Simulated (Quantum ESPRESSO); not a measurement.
## Sb under changes of volume

One of the cells (26.213 Å³/atom); the others are scaled copies at fixed shape and fractional positions:

```xyz
1
Lattice="-1.8713 1.8713 1.8713 1.8713 -1.8713 1.8713 1.8713 1.8713 -1.8713" Properties=species:S:1:pos:R:3 pbc="T T T"
Sb    0.0000    0.0000    0.0000
```

This isn't the form of Sb at room conditions, which is rhombohedral.

| Property | Result |
| --- | --- |
| Program | Quantum ESPRESSO 7.5 |
| Functional | r2SCAN |
| Potentials or basis | SG15 PBE 1.2 |
| Cutoff | 952 eV |
| Density cutoff | 3810 eV |
| k mesh | 8 × 8 × 8 |
| Occupations | fermi-dirac, width 0.05 eV |
| Spin | no spin polarisation |

```csv
volume (Å³/atom),energy over the lowest point (meV/atom),pressure (GPa)
24.640,21.99,4.7
25.165,?,?
25.689,2.59,1.5
26.213,0.00,0.2
26.737,1.21,-0.9
27.262,5.54,-1.8
27.786,12.78,-2.8
```

Problem. What does the run at 25.165 Å³/atom give?

Solution. Energy over the lowest point 9.67 meV/atom; pressure 3.0 GPa.

Worked out: A Birch-Murnaghan fit of order 3 (a polynomial in V^(-2/3)) to the other rows has its minimum at 26.30 Å³/atom with B0 = V·E''(V) = 57 GPa and B' = 7.0. It gives 9.68 meV/atom at 25.165 Å³/atom, against the run's 9.67, and -dE/dV = 2.9 GPa, against 3.0.

Energies are extrapolated to zero smearing.

Caveats: the potentials were made for another functional, which shifts forces and pressure.
